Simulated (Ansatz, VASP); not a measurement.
**ZnO: VASP beside Ansatz**

File POSCAR:

```
ZnO
1.0
   -0.0446669283      2.0891035314      2.0891035314
    2.0891035314     -0.0446669283      2.0891035314
    2.0891035314      2.0891035314     -0.0446669283
Zn O
1 1
Direct
    0.0000000000      0.0000000000      0.0000000000
    0.5000000000      0.5000000000      0.5000000000
```

File INCAR.step1:

```
PREC     = Accurate       # precision mode
ENCUT    = 520            # plane-wave cutoff, eV
ISMEAR   = 0              # smearing method
SIGMA    = 0.01           # smearing width, eV
LREAL    = False          # projectors in reciprocal space
LASPH    = True           # aspherical terms in the spheres
NELM     = 60             # most SCF steps
NBANDS   = 16             # bands
GGA      = PE             # functional
ALGO     = Normal         # electronic algorithm
EDIFF    = 1E-4           # SCF threshold, eV
LWAVE    = True           # write WAVECAR
LCHARG   = False          # write CHGCAR
```

File INCAR.step2:

```
PREC     = Accurate       # precision mode
ENCUT    = 520            # plane-wave cutoff, eV
EDIFF    = 1E-7           # SCF threshold, eV
ISMEAR   = 0              # smearing method
SIGMA    = 0.01           # smearing width, eV
LREAL    = False          # projectors in reciprocal space
LASPH    = True           # aspherical terms in the spheres
NELM     = 60             # most SCF steps
ALGO     = Normal         # electronic algorithm
ISIF     = 2              # what is computed and relaxed
LWAVE    = False          # write WAVECAR
LCHARG   = False          # write CHGCAR
METAGGA  = R2SCAN         # meta-GGA
LMIXTAU  = True         
NBANDS   = 16             # bands
ISTART   = 1
```

File KPOINTS:

```
regular mesh
0
Gamma
  10 10 10
```

Input for Ansatz:

```yaml
crystal:
  lattice:
    - [-0.0446669283, 2.0891035314, 2.0891035314]
    - [2.0891035314, -0.0446669283, 2.0891035314]
    - [2.0891035314, 2.0891035314, -0.0446669283]
  atoms:
    - { symbol: Zn, position: [0.0, 0.0, 0.0] }
    - { symbol: O, position: [0.5, 0.5, 0.5] }
kpoints:
  mp_grid: { grid: [10, 10, 10] }
  band_path:
    path:
      - [0.0, 0.0, 0.0]
      - [0.5, 0.0, 0.5]
      - [0.625, 0.25, 0.625]
      - [0.375, 0.375, 0.75]
      - [0.5, 0.5, 0.5]
      - [0.5, 0.25, 0.75]
    npoints: 1
hamiltonian:
  xc: r2scan
scf:
  occupations: { method: fixed }
  n_extra_bands: 4
output:
  forces: true
  stress: true
  eigenvalues: true
```

Change from the starting cell: shear_111 strain -3.1%.

Alike in both runs: task single point; functional r2SCAN; k mesh 10 × 10 × 10; no spin polarisation.

```csv
,VASP,Ansatz
version,VASP 6.6.1,Ansatz 0.2.0
potentials or method,"VASP PAW PBE potentials, release 64 (Zn, O)","plane waves, PAW"
plane-wave cutoff (eV),520,500
occupations,"gaussian, width 0.01 eV",fixed
valence electrons in the cell,18,18
```

VASP gave:

| Quantity | Value |
| --- | --- |
| gap on the k mesh at the Fermi level (eV) | 1.69 |
| pressure (GPa) | 8.1 |
| largest component of the traceless stress (GPa) | 1.92 |

**Question.** Estimate Ansatz's values.

**Answer.** gap on the k mesh at the Fermi level (eV): 1.71; pressure (GPa): 6.5; largest component of the traceless stress (GPa): 1.96.

Caveats: the PAW data sets were made with another functional, which shifts forces and pressure a little (VASP). A k mesh can miss the band edges.
